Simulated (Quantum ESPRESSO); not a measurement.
Crystal: HgTe (Coloradoite).

```
Hg Te
1.0
     0.00000    3.21450    3.21450
     3.21450    0.00000    3.21450
     3.21450    3.21450    0.00000
Hg Te
1 1
Direct
  0.00000 0.00000 0.00000
  0.75000 0.75000 0.75000
```

Program: Quantum ESPRESSO 7.5. Alike in all runs: no spin polarisation; cell as given; smearing fermi-dirac 0.05 eV.

Question: Order these runs on this cell by their pressure, lowest first.
A. level PBE; potentials or basis SG15 PBE 1.2; k mesh 2 × 2 × 2; cutoff (eV) 952; mesh quality coarse
B. level BLYP; potentials or basis PseudoDojo 0.4.1 SR PBE standard; k mesh 7 × 7 × 7; cutoff (eV) 1088; mesh quality not flagged
C. level PBEsol; potentials or basis PseudoDojo 0.4.1 SR PBE standard; k mesh 7 × 7 × 7; cutoff (eV) 1088; mesh quality not flagged

Answer: C (1.9 GPa), B (7.9 GPa), A (10.0 GPa).

Caveats: some runs use coarse meshes; the potentials were made for another functional, which shifts forces and pressure (some runs).

Not every run made on this cell is shown here.
